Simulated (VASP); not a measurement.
# C (Fd-3m) in VASP: settings compared

One crystal, C, is run at these levels: r2SCAN, r2SCAN+rVV10; tasks: relaxation of cell and atoms.

Program: VASP 6.6.1. These are calculated values, not measurements. Logs are shortened: lines on timing, memory, paths and dates and some standing lists are left out, and cuts for length are marked.

### 1 The structure

The structure is cubic, space group Fd-3m (No. 227). The conventional cell has a = 3.567 Å, b = 3.567 Å, c = 3.567 Å, α = 90.00°, β = 90.00°, γ = 90.00°. Around C (site symmetry -43m) lie 4 C at 1.54 Å.

This isn't the form of C at room conditions, which is graphite.

### 2 Relaxation of cell and atoms, r2SCAN

INCAR

```
SYSTEM = C
PREC     = Accurate       ! precision mode
ENCUT    = 600            ! plane-wave cutoff, eV
EDIFF    = 1E-7           ! SCF threshold, eV
ISMEAR   = 0              ! smearing method
SIGMA    = 0.02           ! smearing width, eV
LREAL    = .FALSE.        ! projectors in reciprocal space
LASPH    = .TRUE.         ! aspherical terms in the spheres
NELM     = 80             ! most SCF steps
ALGO     = Normal         ! electronic algorithm
ISIF     = 3              ! what is computed and relaxed
LWAVE    = .FALSE.        ! write WAVECAR
LCHARG   = .FALSE.        ! write CHGCAR
METAGGA  = R2SCAN         ! meta-GGA
LMIXTAU  = .TRUE.       
IBRION   = 2              ! ionic algorithm
NSW      = 90             ! ionic steps
EDIFFG   = -0.005         ! ionic threshold
```

KPOINTS

```
Automatic mesh
0
G
  12 12 12
  0 0 0
```

POSCAR

```
C
1.0
    0.0000000000      1.7834000000      1.7834000000
    1.7834000000      0.0000000000      1.7834000000
    1.7834000000      1.7834000000      0.0000000000
C
2
Direct
    0.5000000000      0.5000000000      0.5000000000
    0.7500000000      0.7500000000      0.7500000000
```

Potentials or basis: VASP PAW PBE potentials, release 64 (C).

The run is started by

```
cat potpaw_PBE.64/C/POTCAR > POTCAR
mpirun -np 1 vasp_std > vasp.out
```

OUTCAR:

```text
SYSTEM = C
   PREC = Accurate
   ENCUT = 600
   EDIFF = 1E-7
   ISMEAR = 0
   LREAL = .FALSE.
   LASPH = .TRUE.
   NELM = 80
   ISIF = 3
   METAGGA = R2SCAN
   IBRION = 2
   NSW = 90
   EDIFFG = -0.005

 ion  position               nearest neighbor table
   1  0.500  0.500  0.500-   2 1.54   2 1.54   2 1.54   2 1.54
   2  0.750  0.750  0.750-   1 1.54   1 1.54   1 1.54   1 1.54

  LATTYP: Found a face centered cubic cell.
 ALAT       =     3.5668000000

  Lattice vectors:

 A1 = (   0.0000000000,   1.7834000000,   1.7834000000)
 A2 = (   1.7834000000,   0.0000000000,   1.7834000000)
 A3 = (   1.7834000000,   1.7834000000,   0.0000000000)

Analysis of symmetry for initial positions (statically):
=====================================================================
 Subroutine PRICEL returns:
 Original cell was already a primitive cell.

 Routine SETGRP: Setting up the symmetry group for a
 face centered cubic supercell.

 Subroutine GETGRP returns: Found 48 space group operations
 (whereof 24 operations were pure point group operations)
 out of a pool of 48 trial point group operations.

The static configuration has the point symmetry T_d .
 The point group associated with its full space group is O_h .

Analysis of symmetry for dynamics (positions and initial velocities):
=====================================================================
 Subroutine PRICEL returns:
 Original cell was already a primitive cell.

 Routine SETGRP: Setting up the symmetry group for a
 face centered cubic supercell.

 Subroutine GETGRP returns: Found 48 space group operations
 (whereof 24 operations were pure point group operations)
 out of a pool of 48 trial point group operations.

The dynamic configuration has the point symmetry T_d .
 The point group associated with its full space group is O_h .

 Subroutine INISYM returns: Found 48 space group operations
 (whereof 24 operations are pure point group operations),
 and found     1 'primitive' translations

----------------------------------------------------------------------------------------

                                     Primitive cell

  volume of cell :      11.3443

  direct lattice vectors                    reciprocal lattice vectors
     0.000000000  1.783400000  1.783400000    -0.280363351  0.280363351  0.280363351
     1.783400000  0.000000000  1.783400000     0.280363351 -0.280363351  0.280363351
     1.783400000  1.783400000  0.000000000     0.280363351  0.280363351 -0.280363351

  length of vectors
     2.522108467  2.522108467  2.522108467     0.485603568  0.485603568  0.485603568

  position of ions in fractional coordinates (direct lattice)
     0.500000000  0.500000000  0.500000000
     0.750000000  0.750000000  0.750000000

  ion indices of the primitive-cell ions
   primitive index   ion index
                 1           1
                 2           2

----------------------------------------------------------------------------------------

 KPOINTS: Automatic mesh

Automatic generation of k-mesh.
 Grid dimensions read from file:
 generate k-points for:   12   12   12

 Generating k-lattice:

  Cartesian coordinates                     Fractional coordinates (reciprocal lattice)
    -0.023363613  0.023363613  0.023363613     0.083333333  0.000000000  0.000000000
     0.023363613 -0.023363613  0.023363613     0.000000000  0.083333333  0.000000000
     0.023363613  0.023363613 -0.023363613     0.000000000  0.000000000  0.083333333

  Length of vectors
     0.040466964  0.040466964  0.040466964

  Shift w.r.t. Gamma in fractional coordinates (k-lattice)
     0.000000000  0.000000000  0.000000000

 Subroutine IBZKPT returns following result:
 ===========================================

 Found     72 irreducible k-points:

 Following reciprocal coordinates:
            Coordinates               Weight
  0.000000  0.000000  0.000000      1.000000
  0.083333  0.000000  0.000000      8.000000
  0.166667  0.000000  0.000000      8.000000
  0.250000  0.000000  0.000000      8.000000
  0.333333  0.000000  0.000000      8.000000
  0.416667  0.000000  0.000000      8.000000
[... 16 lines left out ...]
  0.500000  0.166667  0.000000     24.000000
 -0.416667  0.166667  0.000000     24.000000
 [... further k-points ...]
   k-points           NKPTS =     72   k-points in BZ     NKDIM =     72   number of bands    NBANDS=      8
   number of dos      NEDOS =    301   number of ions     NIONS =      2
   total plane-waves  NPLWV =   8000
   dimension x,y,z NGX =    20 NGY =   20 NGZ =   20
   dimension x,y,z NGXF=    40 NGYF=   40 NGZF=   40
   ions per type =               2
   NGX,Y,Z   is equivalent  to a cutoff of  13.18, 13.18, 13.18 a.u.
   NGXF,Y,Z  is equivalent  to a cutoff of  26.37, 26.37, 26.37 a.u.
 SYSTEM =  C
   PREC   = accura    normal or accurate (medium, high low for compatibility)
   ISTART =      0    job   : 0-new  1-cont  2-samecut
   ICHARG =      2    charge: 1-file 2-atom 10-const
   ISPIN  =      1    spin polarized calculation?
   LNONCOLLINEAR =      F non collinear calculations
   LSORBIT =      F    spin-orbit coupling
   LASPH  =      T    aspherical Exc in radial PAW
   ENCUT  =  600.0 eV  44.10 Ry    6.64 a.u.   5.04  5.04  5.04*2*pi/ulx,y,z
   NELM   =     80;   NELMIN=  2; NELMDL= -5     # of ELM steps
   EDIFF  = 0.1E-06   stopping-criterion for ELM
   LREAL  =      F    real-space projection
   EDIFFG = -.5E-02   stopping-criterion for IOM
   NSW    =     90    number of steps for IOM
   IBRION =      2    ionic relax: 0-MD 1-quasi-New 2-CG
   NFREE  =      1    steps in history (QN), initial steepest desc. (CG)
   ISIF   =      3    stress and relaxation
   ISYM   =      2    0-nonsym 1-usesym 2-fastsym
   POTIM  = 0.5000    time-step for ionic-motion
   TEBEG  =    0.0;   TEEND  =   0.0 temperature during run
   PSTRESS=    0.0 pullay stress
   NELECT =       8.0000    total number of electrons
   NUPDOWN=      -1.0000    fix difference up-down
   EMIN   =  10.00;   EMAX   =-10.00  energy-range for DOS
   EFERMI =   0.00;   METHOD = LEGACY
   ISMEAR =     0;   SIGMA  =   0.02  broadening in eV -4-tet -1-fermi 0-gaus
   EFERMI_NEDOS =   21; number of points for ismear=-14 and -15
   IALGO  =     38    algorithm
   IMIX   =      4    mixing-type and parameters
     AMIX     =   0.40;   BMIX     =  1.00
     AMIX_MAG =   1.60;   BMIX_MAG =  1.00
  volume/ion in A,a.u.               =       5.67        38.28
  Fermi-wavevector in a.u.,A,eV,Ry     =   1.457178  2.753668 28.890189  2.123369
  Thomas-Fermi vector in A             =   2.574010
   LORBIT       =      0    0 simple, 1 ext, 2 COOP (PROOUT), +10 PAW based schemes
   METAGGA = R2SCAN    functional components
   LHFCALC =     F    Hartree Fock is set to
   AEXX    =    0.0000 exact exchange contribution
   IVDW    =     0    specifies the selected vdW correction
   LEPSILON=     F    determine dielectric tensor
   LRPA    =     F    only Hartree local field effects (RPA)
 conjugate gradient relaxation of ions
 non-spin polarized calculation
 Gauss-broadening in eV      SIGMA  =   0.02
  energy-cutoff  :      600.00
  volume of cell :       11.34
 maximum number of plane-waves:       388
   NGX =  9   NGY =  9   NGZ =  9

--------------------------------------- Ionic step        1  -------------------------------------------

 number of electron       7.9999999 magnetization

 Free energy of the ion-electron system (eV)
  ---------------------------------------------------
  ext. energy  EPLUGINS =         0.00000000
  ---------------------------------------------------
  free energy    TOTEN  =       -19.66401573 eV

  energy without entropy =      -19.66401573  energy(sigma->0) =      -19.66401573

------------------------ aborting loop because EDIFF is reached ----------------------------------------

  FORCE on cell =-STRESS in cart. coord.  units (eV):
  Direction    XX          YY          ZZ          XY          YZ          ZX
  --------------------------------------------------------------------------------------
  -------------------------------------------------------------------------------------
  Total       -0.1498606     -0.1498606     -0.1498606     -0.0000000     -0.0000000      0.0000000
  in kB      -21.1651666    -21.1651666    -21.1651666     -0.0000000     -0.0000000      0.0000000
  external PRESSURE =     -21.1651666 kB  Pullay stress =       0.0000000 kB
[... 21 lines left out ...]
  energy  without entropy=      -19.6640157260  energy(sigma->0) =      -19.66401573

--------------------------------------- Ionic step        2  -------------------------------------------

 number of electron       7.9999999 magnetization

 E-fermi :  10.0210     XC(G=0): -14.3169

 val. band max:        9.8691426302   @ k =   0.0000   0.0000   0.0000
 cond. band min:      14.2373582596   @ k =   0.3333   0.3333   0.0000
 fundamental gap:      4.3682156295
 Fermi energy:        10.0210040417

 k-point     1 :       0.0000    0.0000    0.0000
  band No.  band energies     occupation
      1     -12.9759      2.00000
      2       9.8691      2.00000
      3       9.8691      2.00000
      4       9.8691      2.00000
      5      15.7343      0.00000
      6      15.7343      0.00000
      7      15.7343      0.00000
      8      23.9467      0.00000
[... 286 lines left out ...]
  energy  without entropy=      -19.6637871853  energy(sigma->0) =      -19.66378719

--------------------------------------- Ionic step        3  -------------------------------------------

 number of electron       7.9999999 magnetization

 Free energy of the ion-electron system (eV)
  ---------------------------------------------------
  ext. energy  EPLUGINS =         0.00000000
  ---------------------------------------------------
  free energy    TOTEN  =       -19.66437581 eV

  energy without entropy =      -19.66437581  energy(sigma->0) =      -19.66437581

 E-fermi :   9.9145     XC(G=0): -14.2834

 val. band max:        9.7802488957   @ k =   0.0000   0.0000   0.0000
 cond. band min:      14.1340855048   @ k =   0.3333   0.3333   0.0000
 fundamental gap:      4.3538366091
 Fermi energy:         9.9145199147

 k-point     1 :       0.0000    0.0000    0.0000
  band No.  band energies     occupation
      1     -12.9802      2.00000
      2       9.7802      2.00000
      3       9.7802      2.00000
      4       9.7802      2.00000
      5      15.6286      0.00000
      6      15.6286      0.00000
      7      15.6286      0.00000
      8      23.7110      0.00000
[... 282 lines left out ...]
  FREE ENERGIE OF THE ION-ELECTRON SYSTEM (eV)
  ---------------------------------------------------
  free  energy   TOTEN  =       -19.6643758062 eV

  energy  without entropy=      -19.6643758062  energy(sigma->0) =      -19.66437581

 reached required accuracy - stopping structural energy minimisation
```

Run time: 35 s. Hardware: 1 thread of Intel Xeon 6975P-C (Granite Rapids), shared host; peak memory 0.12 GiB.

What came out:

```yaml
Free_energy: -19.6644 eV
Relaxed_volume: 5.65 Å³/atom
Relaxed_cell: a = 2.518 Å, b = 2.518 Å, c = 2.518 Å, α = 60.00°, β = 60.00°, γ = 60.00°
Space_group_after_relaxing_to_0.05_Å: Fd-3m (No. 227)
Energy_gained_by_relaxing: 0.2 meV/atom
Ionic_steps: 3
Pressure_after_relaxing: 0.0 GPa
Band_gap_on_the_k_mesh: 4.35 eV, indirect (least direct gap 5.85 eV)
```

Step by step:
```csv
step,energy change (eV),largest force (eV/Å),pressure (GPa),volume (Å³)
1,0.0000,0.0000,-2.12,11.34
2,0.0002,0.0000,2.77,11.22
3,-0.0004,0.0000,0.01,11.29
```

Final structure:
```
C
1.0
     0.00000    1.78056    1.78056
     1.78056    0.00000    1.78056
     1.78056    1.78056    0.00000
C
2
Direct
  0.50000 0.50000 0.50000
  0.75000 0.75000 0.75000
```

Levels at points of the mesh, in eV from the valence-band top:
```tsv
k point	band 2	band 3	band 4	band 5	band 6	band 7
(0.00, 0.00, 0.00)	0.00	0.00	0.00	5.85	5.85	5.85
(0.50, 0.00, 0.00)	-14.10	-2.99	-2.99	8.90	8.90	9.19
(0.50, 0.50, 0.00)	-13.62	-6.69	-6.69	5.01	5.01	17.95
```

Caveat: the PAW data sets were made with another functional, which shifts forces and pressure a little. r2SCAN opens gaps a little over a GGA but as a rule still falls short of measured ones.

### 3 Relaxation of cell and atoms, r2SCAN+rVV10

Edit INCAR of step 2 so:

```diff
@@ -15,2 +15,6 @@
 LMIXTAU  = .TRUE.       
+LUSE_VDW = .TRUE.       
+IVDW_NL  = 2            
+BPARAM   = 11.95        
+CPARAM   = 0.0093       
 IBRION   = 2              ! ionic algorithm
```

KPOINTS is that of step 2.

POSCAR is that of step 2.

Potentials or basis: VASP PAW PBE potentials, release 64 (C).

The run is started by

```
cat potpaw_PBE.64/C/POTCAR > POTCAR
mpirun -np 1 vasp_std > vasp.out
```

Wall time 56 s (1 thread of Intel Xeon 6975P-C (Granite Rapids), shared host); peak memory 0.17 GiB.

The run converged. Its results:

```
Free energy                            : -19.5882 eV
Relaxed volume                         : 5.63 Å³/atom
Relaxed cell                           : a = 2.516 Å, b = 2.516 Å, c = 2.516 Å, α = 60.00°, β = 60.00°, γ = 60.00°
Space group after relaxing (to 0.05 Å) : Fd-3m (No. 227)
Energy gained by relaxing              : 0.4 meV/atom
Ionic steps                            : 3
Pressure after relaxing                : 0.0 GPa
Band gap on the k mesh                 : 4.33 eV, indirect (least direct gap 5.85 eV)
```

The path:
| step | energy change (eV) | largest force (eV/Å) | pressure (GPa) | volume (Å³) |
| --- | --- | --- | --- | --- |
| 1 | 0.0000 | 0.0000 | -3.01 | 11.34 |
| 2 | 0.0005 | 0.0000 | 4.00 | 11.17 |
| 3 | -0.0007 | 0.0000 | 0.01 | 11.27 |

Final structure:
```yaml
crystal:
  lattice:
    - [0.00000, 1.77939, 1.77939]
    - [1.77939, 0.00000, 1.77939]
    - [1.77939, 1.77939, 0.00000]
  atoms:
    - { symbol: C, position: [0.50000, 0.50000, 0.50000] }
    - { symbol: C, position: [0.75000, 0.75000, 0.75000] }
```

Levels at points of the mesh, in eV from the valence-band top:
| k point | band 1 | band 2 | band 3 | band 4 | band 5 | band 6 | band 7 | band 8 |
| --- | --- | --- | --- | --- | --- | --- | --- | --- |
| (0.00, 0.00, 0.00) | -22.80 | 0.00 | 0.00 | 0.00 | 5.85 | 5.85 | 5.85 | 13.97 |
| (0.50, 0.00, 0.00) | -16.81 | -14.14 | -3.00 | -3.00 | 8.89 | 8.89 | 9.21 | 16.72 |
| (0.50, 0.50, 0.00) | -13.64 | -13.64 | -6.71 | -6.71 | 4.98 | 4.98 | 17.98 | 17.98 |

Caveat: the PAW data sets were made with another functional, which shifts forces and pressure a little.
